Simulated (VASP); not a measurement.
Wanted: the native input for a VASP 6.6.1 run.

```yaml
Task: density of states
Functional: PBE
Potentials_or_basis: VASP PAW PBE potentials, release 64 (P)
Cutoff: 520 eV
k_mesh: 22 × 22 × 22
Occupations: gaussian, width 0.1 eV
Spin: no spin polarisation
Dipole_correction: no
k_mesh_for_the_DOS: 33 × 33 × 33
Occupations_for_the_DOS: tetrahedron
Further_INCAR_settings: ALGO = Fast; EDIFF = 1e-07
```

Crystal: P.

```
P
1.0
     2.44431    0.00000    0.00000
     0.00000    2.44431    0.00000
     0.00000    0.00000    2.44431
P
1
Direct
  0.00000 0.00000 0.00000
```

The cell was built by a generator and needn't be a form met in nature.

These files were run (other wordings do the same):

POSCAR

```
P
1.0
    2.4443079142      0.0000000000      0.0000000000
    0.0000000000      2.4443079142      0.0000000000
    0.0000000000      0.0000000000      2.4443079142
P
1
Direct
    0.0000000000      0.0000000000      0.0000000000
```

INCAR.step1

```
PREC     = Accurate       # precision mode
ENCUT    = 520            # plane-wave cutoff, eV
EDIFF    = 1E-7           # SCF threshold, eV
ISMEAR   = 0              # smearing method
SIGMA    = 0.1            # smearing width, eV
LREAL    = False          # projectors in reciprocal space
LASPH    = True           # aspherical terms in the spheres
NELM     = 60             # most SCF steps
ALGO     = Fast           # electronic algorithm
ISIF     = 2              # what is computed and relaxed
LWAVE    = False          # write WAVECAR
LCHARG   = True           # write CHGCAR
GGA      = PE             # functional
NBANDS   = 8              # bands
```

KPOINTS.step1

```
Automatic mesh
0
Gamma
  22 22 22
```

INCAR.step2

```
PREC     = Accurate       # precision mode
ENCUT    = 520            # plane-wave cutoff, eV
EDIFF    = 1E-7           # SCF threshold, eV
ISMEAR   = -5             # smearing method
SIGMA    = 0.1            # smearing width, eV
LREAL    = False          # projectors in reciprocal space
LASPH    = True           # aspherical terms in the spheres
NELM     = 60             # most SCF steps
ALGO     = Fast           # electronic algorithm
ISIF     = 2              # what is computed and relaxed
LWAVE    = False          # write WAVECAR
LCHARG   = False          # write CHGCAR
GGA      = PE             # functional
LORBIT   = 11             # projections on sites
NEDOS    = 1001           # points of the DOS
ICHARG   = 11             # starting density
```

KPOINTS.step2

```
Automatic mesh
0
Gamma
  33 33 33
```

Potentials or basis: VASP PAW PBE potentials, release 64 (P).

The run is started by

```bash
$ cat potpaw_PBE.64/P/POTCAR > POTCAR
$ cp INCAR.step1 INCAR
$ cp KPOINTS.step1 KPOINTS
$ mpirun -np 1 vasp_std > vasp.out
$ cp INCAR.step2 INCAR
$ cp KPOINTS.step2 KPOINTS
$ mpirun -np 1 vasp_std > vasp.out
```

Results of the run:

```json
{
 "Valence electrons inside the program's atomic spheres": "P 2.40"
}
```

It took 41 s on 1 thread of Intel(R) Xeon(R) Platinum 8559C (Emerald Rapids), with other jobs on the host, peak memory 0.2 GiB.
